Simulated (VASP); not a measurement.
# ScAl (Pm-3m) in VASP: a series of runs

One crystal, ScAl, is run at these levels: r2SCAN, SCAN, optB88-vdW; tasks: relaxation of cell and atoms.

Program: VASP 6.6.1. These are calculated values, not measurements. Logs are shortened: lines on timing, memory, paths and dates and some standing lists are left out, and cuts for length are marked.

## (1) The structure

The structure is cubic, space group Pm-3m (No. 221). The conventional cell has a = 3.370 Å, b = 3.370 Å, c = 3.370 Å, α = 90.00°, β = 90.00°, γ = 90.00°. Sc (site symmetry m-3m) has 8 Al at 2.92 Å as nearest neighbours. Al (site symmetry m-3m) has 8 Sc at 2.92 Å as nearest neighbours.

The cell comes from a database or a generator and needn't be the stable form of this composition.

## (2) Relaxation of cell and atoms, r2SCAN

INCAR reads:

```
SYSTEM = ScAl
PREC = Accurate
ENCUT = 600
EDIFF = 1E-7
ISMEAR = -1
SIGMA = 0.05
LREAL = .FALSE.
LASPH = .TRUE.
NELM = 60
ALGO = Normal
ISIF = 3
LWAVE = .FALSE.
LCHARG = .FALSE.
METAGGA = R2SCAN
LMIXTAU = .TRUE.
IBRION = 2
NSW = 60
EDIFFG = -0.02
```

KPOINTS reads:

```
regular mesh
0
G
  8 8 8
  0 0 0
```

POSCAR reads:

```
ScAl
1.0
    3.3703489700      0.0000000000      0.0000000000
    0.0000000000      3.3703489700      0.0000000000
    0.0000000000      0.0000000000      3.3703489700
Sc Al
1 1
Direct
    0.5000000000      0.5000000000      0.5000000000
    0.0000000000      0.0000000000      0.0000000000
```

Potentials or basis: VASP PAW PBE potentials, release 64 (Sc_sv, Al).

Run with:

```bash
cat potpaw_PBE.64/Sc_sv/POTCAR potpaw_PBE.64/Al/POTCAR > POTCAR
mpirun -np 1 vasp_std > vasp.out
```

OUTCAR:

```text
SYSTEM = ScAl
   PREC = Accurate
   ENCUT = 600
   EDIFF = 1E-7
   ISMEAR = -1
   LREAL = .FALSE.
   LASPH = .TRUE.
   NELM = 60
   ISIF = 3
   METAGGA = R2SCAN
   IBRION = 2
   NSW = 60
   EDIFFG = -0.02

 ion  position               nearest neighbor table
   1  0.500  0.500  0.500-   2 2.92   2 2.92   2 2.92   2 2.92   2 2.92   2 2.92   2 2.92   2 2.92

   2  0.000  0.000  0.000-   1 2.92   1 2.92   1 2.92   1 2.92   1 2.92   1 2.92   1 2.92   1 2.92

  LATTYP: Found a simple cubic cell.
 ALAT       =     3.3703489700

  Lattice vectors:

 A1 = (   3.3703489700,   0.0000000000,   0.0000000000)
 A2 = (   0.0000000000,   3.3703489700,   0.0000000000)
 A3 = (   0.0000000000,   0.0000000000,   3.3703489700)

Analysis of symmetry for initial positions (statically):
=====================================================================
 Subroutine PRICEL returns:
 Original cell was already a primitive cell.

 Routine SETGRP: Setting up the symmetry group for a
 simple cubic supercell.

 Subroutine GETGRP returns: Found 48 space group operations
 (whereof 48 operations were pure point group operations)
 out of a pool of 48 trial point group operations.

The static configuration has the point symmetry O_h .

Analysis of symmetry for dynamics (positions and initial velocities):
=====================================================================
 Subroutine PRICEL returns:
 Original cell was already a primitive cell.

 Routine SETGRP: Setting up the symmetry group for a
 simple cubic supercell.

 Subroutine GETGRP returns: Found 48 space group operations
 (whereof 48 operations were pure point group operations)
 out of a pool of 48 trial point group operations.

The dynamic configuration has the point symmetry O_h .

 Subroutine INISYM returns: Found 48 space group operations
 (whereof 48 operations are pure point group operations),
 and found     1 'primitive' translations

----------------------------------------------------------------------------------------

                                     Primitive cell

  volume of cell :      38.2846

  direct lattice vectors                    reciprocal lattice vectors
     3.370348970  0.000000000  0.000000000     0.296705181  0.000000000  0.000000000
     0.000000000  3.370348970  0.000000000     0.000000000  0.296705181  0.000000000
     0.000000000  0.000000000  3.370348970     0.000000000  0.000000000  0.296705181

  length of vectors
     3.370348970  3.370348970  3.370348970     0.296705181  0.296705181  0.296705181

  position of ions in fractional coordinates (direct lattice)
     0.500000000  0.500000000  0.500000000
     0.000000000  0.000000000  0.000000000

  ion indices of the primitive-cell ions
   primitive index   ion index
                 1           1
                 2           2

----------------------------------------------------------------------------------------

 KPOINTS: regular mesh

Automatic generation of k-mesh.
 Grid dimensions read from file:
 generate k-points for:    8    8    8

 Generating k-lattice:

  Cartesian coordinates                     Fractional coordinates (reciprocal lattice)
     0.037088148  0.000000000  0.000000000     0.125000000  0.000000000  0.000000000
     0.000000000  0.037088148  0.000000000     0.000000000  0.125000000  0.000000000
     0.000000000  0.000000000  0.037088148     0.000000000  0.000000000  0.125000000

  Length of vectors
     0.037088148  0.037088148  0.037088148

  Shift w.r.t. Gamma in fractional coordinates (k-lattice)
     0.000000000  0.000000000  0.000000000

 Subroutine IBZKPT returns following result:
[... 61 lines left out ...]
   NUPDOWN=      -1.0000    fix difference up-down
   EMIN   =  10.00;   EMAX   =-10.00  energy-range for DOS
   EFERMI =   0.00;   METHOD = LEGACY
   ISMEAR =    -1;   SIGMA  =   0.05  broadening in eV -4-tet -1-fermi 0-gaus
   EFERMI_NEDOS =   21; number of points for ismear=-14 and -15
   IALGO  =     38    algorithm
   IMIX   =      4    mixing-type and parameters
     AMIX     =   0.40;   BMIX     =  1.00
     AMIX_MAG =   1.60;   BMIX_MAG =  1.00
  volume/ion in A,a.u.               =      19.14       129.18
  Fermi-wavevector in a.u.,A,eV,Ry     =   1.170692  2.212287 18.647052  1.370520
  Thomas-Fermi vector in A             =   2.307147
   LORBIT       =      0    0 simple, 1 ext, 2 COOP (PROOUT), +10 PAW based schemes
   METAGGA = R2SCAN    functional components
   LHFCALC =     F    Hartree Fock is set to
   AEXX    =    0.0000 exact exchange contribution
   IVDW    =     0    specifies the selected vdW correction
   LEPSILON=     F    determine dielectric tensor
   LRPA    =     F    only Hartree local field effects (RPA)
 conjugate gradient relaxation of ions
 non-spin polarized calculation
  energy-cutoff  :      600.00
  volume of cell :       38.28
 maximum number of plane-waves:      1328
 NGX is ok and might be reduce to    28
   NGX = 13   NGY = 13   NGZ = 13

--------------------------------------- Ionic step        1  -------------------------------------------

 number of electron      14.0000002 magnetization

 Free energy of the ion-electron system (eV)
  ---------------------------------------------------
  ext. energy  EPLUGINS =         0.00000000
  ---------------------------------------------------
  free energy    TOTEN  =       -19.06009610 eV

  energy without entropy =      -19.05151506  energy(sigma->0) =      -19.05580558

------------------------ aborting loop because EDIFF is reached ----------------------------------------

  FORCE on cell =-STRESS in cart. coord.  units (eV):
  Direction    XX          YY          ZZ          XY          YZ          ZX
  --------------------------------------------------------------------------------------
  -------------------------------------------------------------------------------------
  Total        0.0469081      0.0469081      0.0469081     -0.0000000      0.0000000     -0.0000000
  in kB        1.9630595      1.9630595      1.9630595     -0.0000000      0.0000000     -0.0000000
  external PRESSURE =       1.9630595 kB  Pullay stress =       0.0000000 kB

 VOLUME and BASIS-vectors are now :
 -----------------------------------------------------------------------------
  energy-cutoff  :      600.00
  volume of cell :       38.28
      direct lattice vectors                 reciprocal lattice vectors
     3.370348970  0.000000000  0.000000000     0.296705181  0.000000000  0.000000000
     0.000000000  3.370348970  0.000000000     0.000000000  0.296705181  0.000000000
     0.000000000  0.000000000  3.370348970     0.000000000  0.000000000  0.296705181

 POSITION                                       TOTAL-FORCE (eV/Angst)
 -----------------------------------------------------------------------------------
      1.68517      1.68517      1.68517         0.000000      0.000000      0.000000
      0.00000      0.00000      0.00000         0.000000      0.000000      0.000000
 -----------------------------------------------------------------------------------
    total drift:                                0.000000      0.000000      0.000000

  FREE ENERGIE OF THE ION-ELECTRON SYSTEM (eV)
  ---------------------------------------------------
  free  energy   TOTEN  =       -19.0600960982 eV

  energy  without entropy=      -19.0515150571  energy(sigma->0) =      -19.05580558

--------------------------------------- Ionic step        2  -------------------------------------------

 number of electron      14.0000001 magnetization

 Free energy of the ion-electron system (eV)
  ---------------------------------------------------
  ext. energy  EPLUGINS =         0.00000000
  ---------------------------------------------------
  free energy    TOTEN  =       -19.06013343 eV

  energy without entropy =      -19.05149760  energy(sigma->0) =      -19.05581551

 E-fermi :   6.1290     XC(G=0): -11.0136

 val. band max:        6.0657839961   @ k =   0.3750   0.1250   0.0000
 cond. band min:       6.1358647630   @ k =   0.5000   0.1250   0.1250
 fundamental gap:      0.0700807669
 Fermi energy:         6.1289924101

 k-point     1 :       0.0000    0.0000    0.0000
  band No.  band energies     occupation
      1     -45.4856      2.00000
      2     -23.0980      2.00000
      3     -23.0980      2.00000
      4     -23.0980      2.00000
      5      -2.9103      2.00000
      6       5.4183      2.00000
      7       5.4183      2.00000
      8       9.0696      0.00000
      9       9.0696      0.00000
     10       9.0696      0.00000
     11       9.9756      0.00000
[... 309 lines left out ...]
 k-point    24 :       0.5000    0.3750    0.1250
  band No.  band energies     occupation
      1     -45.4557      2.00000
      2     -23.2561      2.00000
      3     -23.2269      2.00000
      4     -23.0920      2.00000
      5       1.0817      2.00000
      6       3.2437      2.00000
      7       4.3127      2.00000
      8       6.1427      0.86393
      9       7.7825      0.00000
     10       7.9412      0.00000
     11      10.0748      0.00000

 [... further k-points ...]

------------------------ aborting loop because EDIFF is reached ----------------------------------------

  FORCE on cell =-STRESS in cart. coord.  units (eV):
  Direction    XX          YY          ZZ          XY          YZ          ZX
  --------------------------------------------------------------------------------------
  -------------------------------------------------------------------------------------
  Total       -0.0186044     -0.0186044     -0.0186044      0.0000000     -0.0000000      0.0000000
  in kB       -0.7759384     -0.7759384     -0.7759384      0.0000000     -0.0000000      0.0000000
  external PRESSURE =      -0.7759384 kB  Pullay stress =       0.0000000 kB

 VOLUME and BASIS-vectors are now :
 -----------------------------------------------------------------------------
  energy-cutoff  :      600.00
  volume of cell :       38.41
      direct lattice vectors                 reciprocal lattice vectors
     3.374162468  0.000000000 -0.000000000     0.296369843  0.000000000 -0.000000000
    -0.000000000  3.374162468  0.000000000    -0.000000000  0.296369843 -0.000000000
     0.000000000  0.000000000  3.374162468     0.000000000 -0.000000000  0.296369843

 POSITION                                       TOTAL-FORCE (eV/Angst)
 -----------------------------------------------------------------------------------
      1.68708      1.68708      1.68708        -0.000000      0.000000      0.000000
      0.00000      0.00000      0.00000         0.000000     -0.000000      0.000000
 -----------------------------------------------------------------------------------
    total drift:                                0.000000      0.000000      0.000000

  FREE ENERGIE OF THE ION-ELECTRON SYSTEM (eV)
  ---------------------------------------------------
  free  energy   TOTEN  =       -19.0601334252 eV

  energy  without entropy=      -19.0514976027  energy(sigma->0) =      -19.05581551

 reached required accuracy - stopping structural energy minimisation
```

Run time: 91 s. Hardware: 1 thread of Intel Xeon Platinum 8488C (Sapphire Rapids), shared host; peak memory 0.18 GiB.

What came out:

```
Free energy                            : -19.0601 eV
Relaxed volume                         : 19.21 Å³/atom
Relaxed cell                           : a = 3.374 Å, b = 3.374 Å, c = 3.374 Å, α = 90.00°, β = 90.00°, γ = 90.00°
Space group after relaxing (to 0.05 Å) : Pm-3m (No. 221)
Energy gained by relaxing              : 0.0 meV/atom
Ionic steps                            : 2
Pressure after relaxing                : -0.1 GPa
Band gap on the k mesh                 : none (metal or under the smearing width)
```

Final structure:
```
CELL_PARAMETERS angstrom
3.37416 0.00000 0.00000
0.00000 3.37416 0.00000
0.00000 0.00000 3.37416
ATOMIC_POSITIONS crystal
Sc 0.50000 0.50000 0.50000
Al 0.00000 0.00000 0.00000
```

Levels at points of the mesh, in eV from the Fermi level:
```csv
k point,band 4,band 5,band 6,band 7,band 8,band 9,band 10,band 11
"(0.00, 0.00, 0.00)",-29.23,-9.04,-0.71,-0.71,2.94,2.94,2.94,3.85
"(0.50, 0.00, 0.00)",-29.21,-6.10,-4.92,0.33,0.88,0.88,3.18,4.03
"(0.50, 0.50, 0.00)",-29.19,-4.97,-2.17,-2.17,-0.88,1.69,1.69,3.90
"(0.50, 0.50, 0.50)",-29.36,-2.75,-2.75,-2.75,-0.34,2.88,2.88,2.88
```

Caveat: the PAW data sets were made with another functional, which shifts forces and pressure a little.

## (3) Relaxation of cell and atoms, SCAN

Edit INCAR of step 2 so:

```diff
@@ -13,3 +13,3 @@
 LCHARG = .FALSE.
-METAGGA = R2SCAN
+METAGGA = SCAN
 LMIXTAU = .TRUE.
```

KPOINTS is that of step 2.

POSCAR is that of step 2.

Potentials or basis: VASP PAW PBE potentials, release 64 (Sc_sv, Al).

Run with:

```bash
cat potpaw_PBE.64/Sc_sv/POTCAR potpaw_PBE.64/Al/POTCAR > POTCAR
mpirun -np 1 vasp_std > vasp.out
```

Wall time 3.4 min (1 thread of Intel Xeon Platinum 8488C (Sapphire Rapids), shared host); peak memory 0.18 GiB.

Results (log left out):

* Free energy: -22.8977 eV
* Relaxed volume: 19.02 Å³/atom
* Relaxed cell: a = 3.363 Å, b = 3.363 Å, c = 3.363 Å, α = 90.00°, β = 90.00°, γ = 90.00°
* Space group after relaxing (to 0.05 Å): Pm-3m (No. 221)
* Energy gained by relaxing: 0.0 meV/atom
* Ionic steps: 3
* Pressure after relaxing: 0.0 GPa
* Band gap on the k mesh: none (metal or under the smearing width)

Final structure:
```
Sc Al
1.0
     3.36305    0.00000    0.00000
     0.00000    3.36305    0.00000
     0.00000    0.00000    3.36305
Sc Al
1 1
Direct
  0.50000 0.50000 0.50000
  0.00000 0.00000 0.00000
```

Levels at points of the mesh, in eV from the Fermi level:
```csv
k point,band 3,band 4,band 5,band 6,band 7,band 8,band 9,band 10,band 11
"(0.00, 0.00, 0.00)",-29.24,-29.24,-8.97,-0.77,-0.77,2.96,2.96,2.96,3.96
"(0.50, 0.00, 0.00)",-29.22,-29.22,-6.03,-4.89,0.29,0.92,0.92,3.20,4.09
"(0.50, 0.50, 0.00)",-29.40,-29.21,-4.93,-2.11,-2.11,-0.88,1.71,1.71,3.97
"(0.50, 0.50, 0.50)",-29.38,-29.38,-2.74,-2.74,-2.74,-0.30,2.95,2.95,2.95
```

Caveat: the PAW data sets were made with another functional, which shifts forces and pressure a little.

## (4) Relaxation of cell and atoms, optB88-vdW

Edit INCAR of step 3 so:

```diff
@@ -13,4 +13,7 @@
 LCHARG = .FALSE.
-METAGGA = SCAN
-LMIXTAU = .TRUE.
+GGA = BO
+LUSE_VDW = .TRUE.
+AGGAC = 0.0
+PARAM1 = 0.1833333333
+PARAM2 = 0.22
 IBRION = 2
```

KPOINTS is that of step 3.

POSCAR is that of step 3.

Potentials or basis: VASP PAW PBE potentials, release 64 (Sc_sv, Al).

Run with:

```bash
cat potpaw_PBE.64/Sc_sv/POTCAR potpaw_PBE.64/Al/POTCAR > POTCAR
mpirun -np 1 vasp_std > vasp.out
```

OUTCAR:

```text
SYSTEM = ScAl
   PREC = Accurate
   ENCUT = 600
   EDIFF = 1E-7
   ISMEAR = -1
   LREAL = .FALSE.
   LASPH = .TRUE.
   NELM = 60
   ISIF = 3
   GGA = BO
   IBRION = 2
   NSW = 60
   EDIFFG = -0.02

 ion  position               nearest neighbor table
   1  0.500  0.500  0.500-   2 2.92   2 2.92   2 2.92   2 2.92   2 2.92   2 2.92   2 2.92   2 2.92

   2  0.000  0.000  0.000-   1 2.92   1 2.92   1 2.92   1 2.92   1 2.92   1 2.92   1 2.92   1 2.92

  LATTYP: Found a simple cubic cell.
 ALAT       =     3.3703489700

  Lattice vectors:

 A1 = (   3.3703489700,   0.0000000000,   0.0000000000)
 A2 = (   0.0000000000,   3.3703489700,   0.0000000000)
 A3 = (   0.0000000000,   0.0000000000,   3.3703489700)

Analysis of symmetry for initial positions (statically):
=====================================================================
 Subroutine PRICEL returns:
 Original cell was already a primitive cell.

 Routine SETGRP: Setting up the symmetry group for a
 simple cubic supercell.

 Subroutine GETGRP returns: Found 48 space group operations
 (whereof 48 operations were pure point group operations)
[... 181 lines left out ...]
      5      -2.4702      2.00000
      6       5.3084      2.00000
      7       5.3084      2.00000
      8       8.5943      0.00000
      9       8.5943      0.00000
     10       8.5943      0.00000
     11       9.6949      0.00000
[... 309 lines left out ...]
 k-point    24 :       0.5000    0.3750    0.1250
  band No.  band energies     occupation
      1     -43.4080      2.00000
      2     -22.2700      2.00000
      3     -22.2424      2.00000
      4     -22.1144      2.00000
      5       1.1898      2.00000
      6       3.4245      2.00000
      7       4.3869      2.00000
      8       6.0294      0.53068
      9       7.4894      0.00000
     10       7.6139      0.00000
     11       9.5747      0.00000

 [... further k-points ...]

------------------------ aborting loop because EDIFF is reached ----------------------------------------

  FORCE on cell =-STRESS in cart. coord.  units (eV):
  Direction    XX          YY          ZZ          XY          YZ          ZX
  --------------------------------------------------------------------------------------
  -------------------------------------------------------------------------------------
  Total       -0.0211116     -0.0211116     -0.0211116     -0.0000000     -0.0000000      0.0000000
  in kB       -0.8834997     -0.8834997     -0.8834997     -0.0000000     -0.0000000      0.0000000
  external PRESSURE =      -0.8834997 kB  Pullay stress =       0.0000000 kB

 VOLUME and BASIS-vectors are now :
 -----------------------------------------------------------------------------
  energy-cutoff  :      600.00
  volume of cell :       38.28
      direct lattice vectors                 reciprocal lattice vectors
     3.370348970  0.000000000  0.000000000     0.296705181  0.000000000  0.000000000
     0.000000000  3.370348970  0.000000000     0.000000000  0.296705181  0.000000000
     0.000000000  0.000000000  3.370348970     0.000000000  0.000000000  0.296705181

 POSITION                                       TOTAL-FORCE (eV/Angst)
 -----------------------------------------------------------------------------------
      1.68517      1.68517      1.68517         0.000000      0.000000      0.000000
      0.00000      0.00000      0.00000         0.000000      0.000000      0.000000
 -----------------------------------------------------------------------------------
    total drift:                                0.000000      0.000000      0.000000

  FREE ENERGIE OF THE ION-ELECTRON SYSTEM (eV)
  ---------------------------------------------------
  free  energy   TOTEN  =        -6.6837505284 eV

  energy  without entropy=       -6.6749287299  energy(sigma->0) =       -6.67933963

Total vdW correction in eV:      2.3530498

 reached required accuracy - stopping structural energy minimisation
```

CONTCAR:

```text
ScAl
   1.00000000000000
     3.3703489700000002    0.0000000000000000    0.0000000000000000
     0.0000000000000000    3.3703489700000002    0.0000000000000000
     0.0000000000000000    0.0000000000000000    3.3703489700000002
  Sc              Al
     1     1
Direct
     0.5000000000000000    0.5000000000000000    0.5000000000000000
     0.0000000000000000    0.0000000000000000    0.0000000000000000

  0.00000000E+00  0.00000000E+00  0.00000000E+00
  0.00000000E+00  0.00000000E+00  0.00000000E+00
```

It took 38 s on 1 thread of Intel Xeon Platinum 8488C (Sapphire Rapids), shared host; peak memory 0.32 GiB.

What came out:

```yaml
Free_energy: -6.6838 eV
Pressure_after_relaxing: -0.1 GPa
Band_gap_on_the_k_mesh: none (metal or under the smearing width)
```

Final structure:
```xyz
2
Lattice="3.3703 0.0000 0.0000 0.0000 3.3703 0.0000 0.0000 0.0000 3.3703" Properties=species:S:1:pos:R:3 pbc="T T T"
Sc    1.6852    1.6852    1.6852
Al    0.0000    0.0000    0.0000
```

Caveat: the relaxation stopped at its first step, so nothing moved; the PAW data sets were made with another functional, which shifts forces and pressure a little.

## (5) Overview

```tsv
level	gap on the mesh (eV)	pressure (GPa)	relaxed volume (Å³/atom)
r2SCAN	none	-0.1	19.21
SCAN	none	0.0	19.02
optB88-vdW	none	-0.1	-
```

Alike in all rows: task relaxation of cell and atoms; potentials or basis VASP PAW PBE potentials, release 64 (Sc_sv, Al); no spin polarisation; cell relaxed; k mesh 8 × 8 × 8; cutoff (eV) 600; smearing fermi-dirac 0.05 eV.

Caveats: the PAW data sets were made with another functional, which shifts forces and pressure a little; the relaxation stopped at its first step, so nothing moved (some runs).

Total energies depend on the potentials used, so only differences within one code and one set of settings carry meaning.
